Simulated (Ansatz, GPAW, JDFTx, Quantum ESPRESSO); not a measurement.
# Fitting the PBEsol energy curve of Bi

The structure is cubic, space group Im-3m (No. 229). Conventional cell: a = 3.963 Å, b = 3.963 Å, c = 3.963 Å, α = 90.00°, β = 90.00°, γ = 90.00°. Around Bi (site symmetry m-3m) lie 8 Bi at 3.43 Å.

This isn't the form of Bi at room conditions, which is rhombohedral.

The cell was scaled at fixed shape and fractions and run with Ansatz, Ansatz PAW, cutoff 420 eV; PBEsol, k mesh 9 × 9 × 9 on the cell of 1 atom, fermi-dirac occupations of 0.05 eV, no spin polarisation, no spin-orbit coupling. The potentials were made for PBE. Energies are those that the program minimises, any entropy of the smearing included. For a metal such a mesh isn't converged to the digits shown.

| V (Å³/atom) | energy over the lowest row (meV/atom) |
| --- | --- |
| 29.2499 | 3.85 |
| 29.8722 | 0.00 |
| 30.4946 | 1.09 |
| 31.1169 | ? |
| 31.7393 | 16.23 |
| 32.3616 | 29.36 |
| 32.9839 | 45.60 |

Problem. Fit the third-order Birch-Murnaghan form, give V0, B0 and B′, and predict the energy left open.

Solution. With y = (V0/V)^(2/3), E = E0 + (9 V0 B0/16) [(y - 1)³ B′ + (y - 1)² (6 - 4y)]. Least squares through the rows shown give V0 = 30.0343 Å³/atom, E0 = -0.18 meV, B0 = 60.20 GPa (1 eV/Å³ = 160.218 GPa) and B′ = 4.53, with a largest miss of 0.02 meV. At V = 31.1169 the form with these constants gives 6.69 meV; the run gave 6.65 meV an atom. Other set-ups at this level, from all their volumes (Å³/atom, GPa): GPAW, PAW data sets generated for this functional: V0 29.980, B0 59.69; JDFTx, PseudoDojo-SR-PBEsol-0.4.1-standard: V0 30.080, B0 60.58; Ansatz, all-electron LAPW, scalar-relativistic: V0 30.045, B0 60.32; Quantum ESPRESSO, PseudoDojo 0.4.1 SR PBEsol standard: V0 30.080, B0 60.7.
